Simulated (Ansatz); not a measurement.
KCl built on the rocksalt prototype, relaxed with r2SCAN: space group Fm-3m (No. 225), cubic; conventional cell a = 6.290 Å, 31.10 Å³ an atom. K is surrounded by 6 Cl at 3.14 Å; Cl is surrounded by 6 K at 3.14 Å. One-shot G0W0@PBE in the plane-wave code Ansatz on a 4×4×4 mesh (contour deformation, no spin-orbit coupling), from a PBE gap of 5.194 eV over the mesh points (the G0W0 gap is direct on the mesh); the number N of bands summed and the screening cutoff rise together. No spin polarisation and no zero-point or thermal motion.

```
  N  cutoff (eV)  1000/N  G0W0 gap (eV)
109           80   9.174          7.743
241          140   4.149          7.931
```

Problem. Lay a straight line in 1000/N through these rows.

Solution. The slope is -0.0374 eV per unit of 1000/N and the intercept 8.086 eV.

Problem. Predict the gap at N = 437 (210 eV).

Solution. 8.086 + (-0.0374) × 2.288 = 8.000 eV; the run gives 8.025 eV, +0.025 eV from the line.

Problem. With that run's result added, what limit do the last two rows suggest?

Solution. Their slope is (8.025 − 7.931)/(2.288 − 4.149) = -0.0505, which meets 1/N = 0 at 8.14 eV, against 8.086 eV from the first line. The slope steepens, so 1/N isn't yet asymptotic and the true limit probably lies higher still; the k mesh isn't extrapolated.
